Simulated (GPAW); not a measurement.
A run of GPAW 26.7.0 is set up as follows.

Contents of run.py:

```python
from ase.calculators.mixing import SumCalculator
from ase.eos import EquationOfState
from ase.io import Trajectory, read
from ase.units import GPa
from dftd3.ase import DFTD3
from gpaw import GPAW, PW, setup_paths

setup_paths.insert(0, '.')

atoms = read('ZnS.xyz')

traj = Trajectory('eos.traj', 'w')
volumes, energies = [], []
for x in [0.94, 0.96, 0.98, 1.0, 1.02, 1.04, 1.06]:
    a = atoms.copy()
    a.set_cell(atoms.cell * x**(1 / 3), scale_atoms=True)
    calc = GPAW(mode=PW(600),
                xc='BLYP',
                kpts={'size': (7, 7, 7), 'gamma': True},
                occupations={'name': 'fermi-dirac', 'width': 0.05},
                nbands=18,
                convergence={'density': 1e-05, 'energy': 1e-05},
                eigensolver='davidson',
                maxiter=150,
                txt=f'eos-{x:.2f}.txt')
    a.calc = SumCalculator([calc, DFTD3(method='blyp', damping='d3zero')])
    energies.append(a.get_potential_energy())
    volumes.append(a.get_volume())
    p = -a.get_stress()[:3].mean() / GPa
    calc.write(f'eos-{x:.2f}.gpw')
    traj.write(a)
    print(f'{x:.2f} {volumes[-1]:10.4f} A^3 {energies[-1]:14.6f} eV {p:9.3f} GPa', flush=True)

v0, e0, B = EquationOfState(volumes, energies, eos='birchmurnaghan').fit()
print(f'V0 = {v0:.4f} A^3, E0 = {e0:.6f} eV, B0 = {B / GPa:.2f} GPa')
```

File ZnS.xyz:

```xyz
2
Lattice="0.0000000000 2.7020000000 2.7020000000 2.7020000000 0.0000000000 2.7020000000 2.7020000000 2.7020000000 0.0000000000" Properties=species:S:1:pos:R:3 pbc="T T T"
Zn     4.0530000000      4.0530000000      4.0530000000
S      0.0000000000      0.0000000000      0.0000000000
```

Potentials or basis: PAW data sets generated in the run's folder for this functional, pw.

Run with:

```bash
$ gpaw-setup -f BLYP S Zn
$ OMP_NUM_THREADS=1 python run.py
```

(1) What does it give for the pressure derivative of the bulk modulus?

(2) What does it give for the equilibrium volume?

(3) What does it give for the bulk modulus?

Results:

(1) 4.7.

(2) 19.59 Å³/atom.

(3) 81 GPa.

**Experimental background.**

From “Electronic, vibrational, and thermodynamic properties of ZnS (zincblende and rocksalt structure)”, 2009, arxiv:0911.5022, for a bulk crystal of ZnS: bulk modulus 76.9 GPa.

Against the measured bulk modulus of ZnS, 76.9 GPa (quoted in “Electronic, vibrational, and thermodynamic properties of ZnS (zincblende and rocksalt structure)”, 2009, arxiv:0911.5022), the calculated 81 GPa is off by +5.1 %. The fit is for a static lattice scaled at fixed shape and fixed fractional positions.
